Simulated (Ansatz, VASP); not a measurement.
# ZnGa31As32H (Zn_Ga-H): VASP beside Ansatz, part 2 of 2

Wanted: the spread between two codes on one cell, functional and k mesh. Of the first pair: The structure shown is the start of the Ansatz relaxation below; VASP solves that cell, so the two are compared at the walk's first step.

VASP 6.6.1 and Ansatz 0.2.0.

So far. Step 3 (VASP: single point, PBE, start cell, pair 1): The run ends at a pressure of 2.50 GPa, with forces up to 41 eV/Å.

### Step 4. Differences

Known differences besides the potentials themselves: VASP starts from the moments at which Ansatz ended; the data sets hold 896 valence electrons in Ansatz (on its default PAW (the set named soft_2) files) and 576 in VASP; the cutoff is 420 eV in Ansatz and 400 eV in VASP (PREC = Accurate, projectors in real space). Total energies have different zeros and are not compared.

Forces on 7 of the 65 atoms, those with the largest forces and the largest differences (eV/Å; atoms numbered as in POSCAR):

```tsv
atom	Ansatz x, y, z	VASP x, y, z
Ga1	-0.628, -0.175, -0.619	-0.637, -0.180, -0.622
Ga11	-0.248, -0.023, -1.014	-0.255, -0.027, -1.028
As32	0.491, -0.438, -0.682	0.503, -0.449, -0.693
As35	-0.315, -0.807, 1.235	-0.392, -0.878, 1.312
As41	0.348, 0.641, 0.483	0.356, 0.653, 0.488
Zn64	19.354, 21.459, -20.237	22.514, 24.940, -23.498
H65	-18.962, -20.885, 19.521	-22.029, -24.275, 22.697
```

The forces differ by 572 meV/Å r.m.s., which is 13.9 % of the r.m.s. force of 4.111 eV/Å (both taken over all components). Moments aren't recorded for both runs of this pair, so they may hold unlike magnetic states.

### Step 5. Ansatz: relaxation, PBE

This run makes the geometry at which the two programs are then compared.

The structure compared here is the end of the Ansatz relaxation.

Input file input.yaml:

```yaml
crystal:
  lattice:
    - [11.48698958, 0.0, 0.0]
    - [0.0, 0.0, -11.48698958]
    - [0.0, 11.48698958, 0.0]
  atoms:
    - { symbol: Ga, position: [0.0, 0.0, 0.0] }
    - { symbol: Ga, position: [0.0, 0.25, 0.25] }
    - { symbol: Ga, position: [0.25, 0.0, 0.25] }
    - { symbol: Ga, position: [0.25, 0.25, 0.0] }
    - { symbol: As, position: [0.125, 0.125, 0.375] }
    - { symbol: As, position: [0.125, 0.375, 0.125] }
    - { symbol: As, position: [0.375, 0.125, 0.125] }
    - { symbol: As, position: [0.375, 0.375, 0.375] }
    - { symbol: Ga, position: [0.0, 0.0, 0.5] }
    - { symbol: Ga, position: [0.0, 0.25, 0.75] }
    - { symbol: Ga, position: [0.25, 0.0, 0.75] }
    - { symbol: Ga, position: [0.25, 0.25, 0.5] }
    - { symbol: As, position: [0.125, 0.125, 0.875] }
    - { symbol: As, position: [0.125, 0.375, 0.625] }
    - { symbol: As, position: [0.375, 0.125, 0.625] }
    - { symbol: As, position: [0.375, 0.375, 0.875] }
    - { symbol: Ga, position: [0.0, 0.5, 0.0] }
    - { symbol: Ga, position: [0.0, 0.75, 0.25] }
    - { symbol: Ga, position: [0.25, 0.5, 0.25] }
    - { symbol: Ga, position: [0.25, 0.75, 0.0] }
    - { symbol: As, position: [0.125, 0.625, 0.375] }
    - { symbol: As, position: [0.125, 0.875, 0.125] }
    - { symbol: As, position: [0.375, 0.625, 0.125] }
    - { symbol: As, position: [0.375, 0.875, 0.375] }
    - { symbol: Ga, position: [0.0, 0.5, 0.5] }
    - { symbol: Ga, position: [0.0, 0.75, 0.75] }
    - { symbol: Ga, position: [0.25, 0.5, 0.75] }
    - { symbol: Ga, position: [0.25, 0.75, 0.5] }
    - { symbol: As, position: [0.125, 0.625, 0.875] }
    - { symbol: As, position: [0.125, 0.875, 0.625] }
    - { symbol: As, position: [0.375, 0.625, 0.625] }
    - { symbol: As, position: [0.375, 0.875, 0.875] }
    - { symbol: Ga, position: [0.5, 0.0, 0.0] }
    - { symbol: Ga, position: [0.5, 0.25, 0.25] }
    - { symbol: Ga, position: [0.75, 0.0, 0.25] }
    - { symbol: Ga, position: [0.75, 0.25, 0.0] }
    - { symbol: As, position: [0.625, 0.125, 0.375] }
    - { symbol: As, position: [0.625, 0.375, 0.125] }
    - { symbol: As, position: [0.875, 0.125, 0.125] }
    - { symbol: As, position: [0.875, 0.375, 0.375] }
    - { symbol: Ga, position: [0.5, 0.0, 0.5] }
    - { symbol: Ga, position: [0.5, 0.25, 0.75] }
    - { symbol: Ga, position: [0.75, 0.0, 0.75] }
    - { symbol: Ga, position: [0.75, 0.25, 0.5] }
    - { symbol: As, position: [0.625, 0.125, 0.875] }
    - { symbol: As, position: [0.625, 0.375, 0.625] }
    - { symbol: As, position: [0.875, 0.125, 0.625] }
    - { symbol: As, position: [0.875, 0.375, 0.875] }
    - { symbol: Ga, position: [0.5, 0.5, 0.0] }
    - { symbol: Ga, position: [0.5, 0.75, 0.25] }
    - { symbol: Ga, position: [0.75, 0.5, 0.25] }
    - { symbol: Ga, position: [0.75, 0.75, 0.0] }
    - { symbol: As, position: [0.625, 0.625, 0.375] }
    - { symbol: As, position: [0.625, 0.875, 0.125] }
    - { symbol: As, position: [0.875, 0.625, 0.125] }
    - { symbol: As, position: [0.875, 0.875, 0.375] }
    - { symbol: Zn, position: [0.5, 0.5, 0.5] }
    - { symbol: Ga, position: [0.5, 0.75, 0.75] }
    - { symbol: Ga, position: [0.75, 0.5, 0.75] }
    - { symbol: Ga, position: [0.75, 0.75, 0.5] }
    - { symbol: As, position: [0.625, 0.625, 0.875] }
    - { symbol: As, position: [0.625, 0.875, 0.625] }
    - { symbol: As, position: [0.875, 0.625, 0.625] }
    - { symbol: As, position: [0.875, 0.875, 0.875] }
    - { symbol: H, position: [0.453034, 0.453034, 0.453034] }
  host:
    repeats: [2, 2, 2]
    atoms:
      - { symbol: Ga, position: [0.0, 0.0, 0.0] }
      - { symbol: Ga, position: [0.0, 0.5, 0.5] }
      # ... 6 more atoms of the perfect host
basis:
  ecutwfc: 420
  xc_grid: 2
hamiltonian:
  xc: pbe
kpoints:
  mp_grid: { grid: [1, 1, 1] }
magnetization:
  spin_polarized: true
  initial_magnetization: 2
  spin_locking: { lock_magnetization: hard }
scf:
  occupations: { method: fermi_dirac, width: 0.01 }
  max_iter: 60
output:
  forces: true
  charged_corrections:
    epsilon: 15.8
    static_epsilon: 18.01
    defect_position: [0.5, 0.5, 0.5]
relax:
  f_tol: 0.01
  max_steps: 80
  random_displacement: { amplitude: 0.05, seed: 4963 }
checkpoint:
  write: "../q0_M2.relax_smeared.run"
  compress: false
  write_wavefunctions: true
  write_every: 100000
```

On the command line:

```console
> ansatz run input.yaml --threads 4 --pin off --max-ram 14131MiB --backend cpu --events-out ev --progress --plain --runs-dir out
```

Numbers of over 12 decimals in the logs are rounded to 6 here.

The program printed:

```text
[...]
Crystal: 65 atoms, lattice volume = 1515.719 Å³
Basis set: ecut = 420 eV, 29423 PW (Γ), exchange–correlation on 160×160×160 points (8 copies of the dense FFT grid, shifted against one another)
Bands: 539, of which v1, the nominal top of the filled ones, is band 448 counted from 1 (447 counted from 0)
Symmetry: 1 space group operations
k-points: 1
[...]
Starting moments: Σ|m| = 2 μB on 65 of 65 sites
[...]
- { symbol: Ga, position: [0.749708, 0.750491, -0.000128446] }
[...]
- { symbol: Zn, position: [0.528393, 0.529187, 0.528707] }
    - { symbol: Ga, position: [0.498056, 0.751816, 0.751460] }
    - { symbol: Ga, position: [0.751148, 0.499170, 0.751474] }
    - { symbol: Ga, position: [0.751126, 0.751816, 0.498389] }
    - { symbol: As, position: [0.625474, 0.625486, 0.875405] }
    - { symbol: As, position: [0.625440, 0.874728, 0.625779] }
    - { symbol: As, position: [0.875071, 0.625486, 0.625805] }
    - { symbol: As, position: [0.875178, 0.875287, 0.875502] }
    - { symbol: H, position: [0.431802, 0.431959, 0.432144] }
```

### Step 6. VASP: single point, PBE, relaxed cell, pair 2

The same cell, functional, mesh and smearing now go to VASP, with its own data sets.

Input file INCAR:

```
SYSTEM = ZnGa31As32H
PREC = Accurate
ENCUT = 400
EDIFF = 1E-06
NELM = 200
ISMEAR = -1
SIGMA = 0.01
LREAL = Auto
ALGO = Normal
GGA = PE
NBANDS = 336
ISPIN = 2
MAGMOM = 0.02 0.01 0.01 0.01 0.01 0.01 0.01 0.01 0.01 0.01 0.01 0.01 0.02 0.01 0.01 0.02 0.01 0.01 0.01 0.01 0.02 0.01 0.01 0.01 0.02 0.02 0.01 0.01 0.01 0.01 0.01 0.02 0.03 0.02 0 0.03 0.03 0.03 0.03 0.03 0.03 0.03 0.03 0.02 0.03 0.03 0.02 0.03 0.03 0.03 0.03 0.03 0.03 0.03 0.03 0.03 0.03 0.02 0.02 0.03 0.03 0.03 0.03 0.01 -0
LORBIT = 11
LWAVE = .FALSE.
LCHARG = .FALSE.
ISIF = 2
NUPDOWN = 2
LASPH = .TRUE.
GGA_COMPAT = .FALSE.
NCORE = 2
```

Input file POSCAR:

```
ZnGa31As32H
1.0
   11.4869895800      0.0000000000      0.0000000000
    0.0000000000      0.0000000000    -11.4869895800
    0.0000000000     11.4869895800      0.0000000000
Ga As Zn H
31 32 1 1
Direct
    0.9995222847      0.0003282537      0.9998363050
    0.9983918472      0.2503470609      0.2499106389
    0.2496626807      0.9991774826      0.2499767010
    0.2495966186      0.2503470609      0.9987058675
    0.9986164756      0.9993032904      0.5005937780
    0.9997705119      0.2504101176      0.7499581439
    0.2497400127      0.0005943848      0.7499459340
    0.2432396890      0.2438842594      0.5038305300
    0.9986237104      0.5011106996      0.9989377306
    0.9998113203      0.7505781928      0.2500268883
    0.2431349998      0.5044464859      0.2434490201
    0.2497128680      0.7505781928      0.0001253406
    0.9996439308      0.5009566192      0.5005526033
    0.9995520885      0.7504909214      0.7500257222
    0.2503635747      0.5015071847      0.7512717266
    0.2506457696      0.7514098318      0.5008970440
    0.5002797576      0.9993032904      0.9989304959
    0.5035165097      0.2438842594      0.2435537093
    0.7496319137      0.0005943848      0.2500540329
    0.7496441236      0.2504101176      0.0000845322
    0.5003286566      0.0003296483      0.5006426768
    0.5005673395      0.2514473200      0.7510416073
    0.7495529866      0.0002149059      0.7498670068
    0.7507275870      0.2514473200      0.5008813598
    0.5002385830      0.5009566192      0.9999579510
    0.5005830238      0.7514098318      0.2509597898
    0.7509577063      0.5015071847      0.2506775949
    0.7497117019      0.7504909214      0.9998661088
    0.4980653704      0.7518160184      0.7514498396
    0.7511538441      0.4991701331      0.7514678644
    0.7511358193      0.7518160184      0.4983793906
    0.1224496515      0.1223512976      0.3749014923
    0.1224457321      0.3744513543      0.1227597524
    0.3745874720      0.1223512976      0.1227636718
    0.3550026391      0.3553200411      0.3553166594
    0.1250424970      0.1250082522      0.8752721876
    0.1254230256      0.3762623054      0.6264850051
    0.3763166419      0.1254084528      0.6264049781
    0.3756255874      0.3756781015      0.8760479392
    0.1253261009      0.6261744344      0.3765694465
    0.1250908494      0.8750787927      0.1254048697
    0.3762554262      0.6261744344      0.1256401211
    0.3757533811      0.8756256027      0.3760674013
    0.1248321824      0.6254001301      0.8759334735
    0.1250523625      0.8753299451      0.6257100441
    0.3732165866      0.6280207343      0.6288397992
    0.3747713000      0.8760254186      0.8762896475
    0.6260909578      0.1254084528      0.3766306622
    0.6261709848      0.3762623054      0.1257370459
    0.8749581673      0.1250082522      0.1253565173
    0.8757339188      0.3756781015      0.3759396078
    0.6253818740      0.1247995720      0.8757900648
    0.6285698271      0.3730948228      0.6288838474
    0.8754760445      0.1247995720      0.6256958942
    0.8760186522      0.3747111380      0.8763326724
    0.6285257789      0.6280207343      0.3735306069
    0.6253960238      0.8753299451      0.1253663827
    0.8756194532      0.6254001301      0.1251462028
    0.8759756272      0.8760254186      0.3750853202
    0.6254824773      0.6254860575      0.8753948811
    0.6254523546      0.8747275478      0.6257663749
    0.8750808608      0.6254860575      0.6257964975
    0.8751833351      0.8752865791      0.8754973554
    0.5283931721      0.5291867643      0.5287071924
    0.4318158130      0.4319588022      0.4321298332
```

Input file KPOINTS:

```
Automatic mesh
0
Gamma
1 1 1
0 0 0
```

PAW data sets: Ga_d, As, Zn and H (PBE family, release 64).

On the command line:

```console
> mpirun -np 8 vasp_gam
```

The program printed:

```text
[banner, memory and clock lines left out]
running    8 mpi-ranks, on    1 nodes
[...]
LDA part: xc-table for (Slater+PW92), standard interpolation
 POSCAR, INCAR and KPOINTS ok, starting setup
[...]
entering main loop
       N       E                     dE             d eps       ncg     rms          rms(c)
DAV:   1     0.880777677292E+04    0.88078E+04   -0.20567E+05  1440   0.240E+03
DAV:   2     0.214413212080E+04   -0.66636E+04   -0.64521E+04  1344   0.679E+02
DAV:   3     0.388853988908E+02   -0.21052E+04   -0.19862E+04  1704   0.239E+02
DAV:   4    -0.246923676914E+03   -0.28581E+03   -0.27539E+03  1648   0.841E+01
[...]
DAV:  16    -0.259226160411E+03   -0.45049E-05   -0.26675E-05  1648   0.297E-02    0.490E-03
DAV:  17    -0.259226164359E+03   -0.39477E-05   -0.22025E-05  1392   0.164E-02    0.335E-03
DAV:  18    -0.259226164518E+03   -0.15904E-06   -0.21018E-06  1016   0.158E-02
   1 F= -.25922616E+03 E0= -.25922274E+03  d E =-.684323E-02  mag=     2.0000
```

OUTCAR, selected parts (step 6):

```text
  FREE ENERGIE OF THE ION-ELECTRON SYSTEM (eV)
  ---------------------------------------------------
  free  energy   TOTEN  =      -259.2261645178 eV

  energy  without entropy=     -259.2193212913  energy(sigma->0) =     -259.22274290

 magnetization (x)
# of ion       s       p       d       tot
------------------------------------------
    1        0.018   0.003   0.002   0.022
    2        0.015   0.003   0.002   0.019
    3        0.015   0.003   0.002   0.020
    4        0.015   0.003   0.002   0.019
    5        0.008   0.003   0.002   0.013
    6        0.014   0.003   0.002   0.018
    7        0.014   0.002   0.002   0.018
    8        0.014   0.002   0.002   0.018
    9        0.008   0.003   0.002   0.013
   10        0.014   0.002   0.002   0.018
   11        0.014   0.002   0.002   0.017
   12        0.014   0.002   0.002   0.018
   13        0.018   0.003   0.002   0.023
[...]
--------------------------------------------------
tot          0.802   0.587   0.061   1.451

[... 1 part as in an earlier step ...]
```

The run ends at a pressure of 1.33 GPa, with forces up to 0.086 eV/Å.

### Step 7. Differences

What differs besides the data sets and the points named for the pairs above, as far as they apply: the data sets hold 896 valence electrons in Ansatz (on its default PAW (the set named soft_2) files) and 576 in VASP. Total energies have different zeros and are not compared.

The two programs side by side:

```tsv
quantity	Ansatz	VASP	difference
total moment, fixed by the input (μB)	2.00	2.00	0.00
```

At this near-relaxed geometry the largest component of a force difference is 50 meV/Å.

### Step 8. Summary of results

| Item | Value |
| --- | --- |
| r.m.s. force difference (single point, PBE, start cell, pair 1) | 14 % of the r.m.s. force |
| difference in total moment, fixed by the input (single point, PBE, relaxed cell, pair 2) | 0 μB |
| r.m.s. force difference (single point, PBE, relaxed cell, pair 2) | 8.8 meV/Å |

The r.m.s. force difference is 14 % of the r.m.s. force (single point, PBE, start cell, pair 1), beyond the 3 % picked in this series as the mark of a large difference. The data sets hold unlike numbers of valence electrons (896 in Ansatz and 576 in VASP), so part of the differences comes from the potentials. What causes the difference of the single point, PBE, start cell, pair 1 pair stays open here. How closely two codes agree says nothing of how well the functional describes the real material.

[Lines on the potential files, build, host, timing and source positions are cut from VASP's logs without a mark.]

[Logs are printed without paths, hosts, clocks, repeated set-up lines and the standing remarks that a program may print on its own settings, such as how far it seeks lower states.]

[Hosts, paths, dates, database ids (printed as entryN), source tags and the programs' standing remarks are cut or masked in the printed files.]
